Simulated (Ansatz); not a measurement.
# InSe in Ansatz: convergence with xc grid

Input of the first run (xc grid 1); the others differ in this setting and in those tied to it:

The input input.yaml:

```yaml
crystal:
  lattice:
    - [2.0, 1.1547005384, 8.44]
    - [-2.0, 1.1547005384, 8.44]
    - [0.0, -2.3094010768, 8.44]
  atoms:
    - { symbol: In, position: [0.902633, 0.883756, 0.881538] }
    - { symbol: In, position: [-0.018726, -0.00296, 0.01686] }
    - { symbol: Se, position: [0.159676, 0.170798, 0.18013] }
    - { symbol: Se, position: [0.386672, 0.372498, 0.386896] }
hamiltonian:
  xc: lda
  pseudopotentials: { kind: paw }
kpoints:
  mp_grid: { grid: [6, 6, 6] }
scf:
  occupations: { method: methfessel_paxton, width: 0.05 }
output:
  forces: true
  stress: true
  eigenvalues: true
basis:
  xc_grid: 1
```

Potentials or basis: Ansatz PAW.

The run is started by

```console
$ ansatz run input.yaml --threads 2 --pin off --max-ram 5632MiB --backend cpu --events-out ev --progress --plain --runs-dir out
```

The cell isn't the ideal one: atoms moved at random, drawn with an rms of 0.05 Å.

Hardware: 2 threads of Intel(R) Xeon(R) Processor @ 2.50GHz (Skylake/Cascade Lake), with other jobs on the host.

| xc grid | energy less the tightest run, at zero smearing (meV/atom) | SCF cycles | CPU time (s) | peak memory (GiB) |
| --- | --- | --- | --- | --- |
| 1 | 0.00 | 7 | 57 | 0.58 |
| 2 | 0.00 | 7 | 57 | 0.59 |
| 3 | 0.00 | 7 | 57 | 0.6 |
| 4 | 0.00 | 7 | 59 | 0.61 |
| 5 | 0.00 | 7 | 59 | 0.63 |

Against the tightest run, the energy stays within 1 meV/atom from 1 on. The tightest run that finished is the yardstick and may itself not be fully converged.

Caveat, for the tightest run too: spin-orbit coupling is left out, which moves the levels of the heavy elements.
